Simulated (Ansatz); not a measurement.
## Structure optimisation: lanthanum, fcc

The calculation used Ansatz 0.2.0, DFT, PBE, plane waves (420 eV) with PAW, scalar-relativistic.

k-point mesh 10×10×10, Fermi-Dirac smearing 0.05 eV, starting moments 1.00 μB. Cell and atoms relax.

Starting structure:

```xyz
1
Lattice="0.0000 2.6546 2.6546 2.6546 0.0000 2.6546 2.6546 2.6546 0.0000" Properties=species:S:1:pos:R:3 pbc="T T T"
La    0.0000    0.0000    0.0000
```

**Question.** What cell does the relaxation end in?

**Answer.** Fm-3m with a = 5.306 Å; 37.34 Å³ per atom against 37.42 at the start (-0.2 %).

**Question.** How much energy does the relaxation gain?

**Answer.** 0.0 meV per atom.

Path of the relaxation (the plane waves are chosen anew near the end, which can shift the energy a little):

```json
{"step": "0", "E − E(final) (meV/atom)": "0.03", "V (Å³/atom)": "37.416", "P (GPa)": "-0.08", "max force (eV/Å)": "0.000"}
{"step": "1", "E − E(final) (meV/atom)": "0.00", "V (Å³/atom)": "37.342", "P (GPa)": "-0.03", "max force (eV/Å)": "0.000"}
{"step": "2", "E − E(final) (meV/atom)": "0.00", "V (Å³/atom)": "37.342", "P (GPa)": "-0.03", "max force (eV/Å)": "0.000"}
```

**Question.** Which magnetic state does it end in?

**Answer.** non-magnetic.
